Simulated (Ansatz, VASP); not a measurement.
**Pt: VASP beside Ansatz**

```
Pt
1.0
     2.63780    0.00000    0.00000
     0.00000    2.63780    0.00000
     0.00000    0.00000    2.63780
Pt
1
Direct
  0.00000 0.00000 0.00000
```

Alike in both runs: functional revPBE; k mesh 12 × 12 × 12; occupations fermi-dirac, width 0.1 eV; no spin polarisation.

Ansatz relaxed the structure, and its values are those at the end. VASP's run is a single point on that final structure, the one shown.

```csv
,VASP,Ansatz
version,VASP 6.6.1,Ansatz 0.2.0
potentials or method,"VASP PAW PBE potentials, release 64 (Pt)","plane waves (420 eV) with PAW, scalar-relativistic"
plane-wave cutoff (eV),520,420
valence electrons in the cell,10,18
```

```csv
,VASP,Ansatz,Ansatz less VASP
pressure (GPa),-0.5,0.0,+0.45
```

The two sets of potentials don't hold the same shells in valence.

Caveats: the PAW data sets were made with another functional, which shifts forces and pressure a little (VASP). The runs have no spin-orbit coupling, so splittings on Pt are missing.
